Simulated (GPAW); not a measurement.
Runs of GPAW 26.7.0 on Hf. It takes space group Fm-3m (No. 225, cubic). Conventional cell: a = 4.440 Å, b = 4.440 Å, c = 4.440 Å, α = 90.00°, β = 90.00°, γ = 90.00°. Hf (site symmetry m-3m) is surrounded by 12 Hf at 3.14 Å. This isn't the form of Hf at room conditions, which is hcp.

```tsv
task	level	potentials or basis	spin	U	cell	smearing	smearing order	U projector left unscaled	k mesh for the DOS	dos width	gap on the mesh (eV)	pressure (GPa)	moment (μB)
single point	PBEsol+U	PAW data sets generated in the run's folder for this functional, pw	off	Hf d U = 4.5 eV	cell strained at random at fixed volume	methfessel-paxton 0.2 eV	1	-	-	-	none	18.4	-
single point	rSCAN	GPAW PAW data sets (gpaw-data 1.2.1), pw	collinear, random start	-	as given	fermi-dirac 0.05 eV	-	-	-	-	none	(b)	0.00
single point	r4SCAN	GPAW PAW data sets (gpaw-data 1.2.1), pw	off	-	as given	fermi-dirac 0.05 eV	-	-	-	-	none	(a)	-
density of states	r2SCAN+U	GPAW PAW data sets (gpaw-data 1.2.1), pw	off	Hf d U = 1 eV	as given	fermi-dirac 0.05 eV	-	no	15 × 15 × 15	0.1 eV	none	7.6	-
electron localisation function	SCAN+U	GPAW PAW data sets (gpaw-data 1.2.1), pw	collinear, ferromagnetic start	Hf d U = 8 eV	as given	fermi-dirac 0.05 eV	-	no	-	-	none	34.8	0.50
electrostatic potential	PBEsol+D4+U	PAW data sets generated in the run's folder for this functional, pw	off	Hf d U = 6.2 eV	cell strained at random at fixed volume	methfessel-paxton 0.1 eV	1	-	-	-	none	25.2	-
single point	PBEsol	PAW data sets generated in the run's folder for this functional, pw	off	-	as given	gaussian 0.02 eV	-	-	-	-	none	-1.4	-
```

Alike in all rows: k mesh 10 × 10 × 10; cutoff (eV) 600.

Fill in the values left out.

(a) -0.3; (b) 2.6.

Caveats: the U is typed as a test and isn't derived for this compound (some runs); the PAW data sets were made with another functional, which shifts forces and pressure a little (some runs); U without spin polarisation on a metal has little footing (some runs); this smearing can pin the Fermi level at a band edge (some runs); a pressure of tens of GPa on the cell as given is suspect, and the run, the potentials or the cell itself is likely at fault (some runs); pairwise dispersion overbinds metals, which lowers pressure and volume (some runs).

A k mesh can miss the band edges, and the runs leave out spin-orbit coupling on Hf.

A gap of «none» marks a metal or a gap under the smearing width.

Not every run made on this cell is shown here.
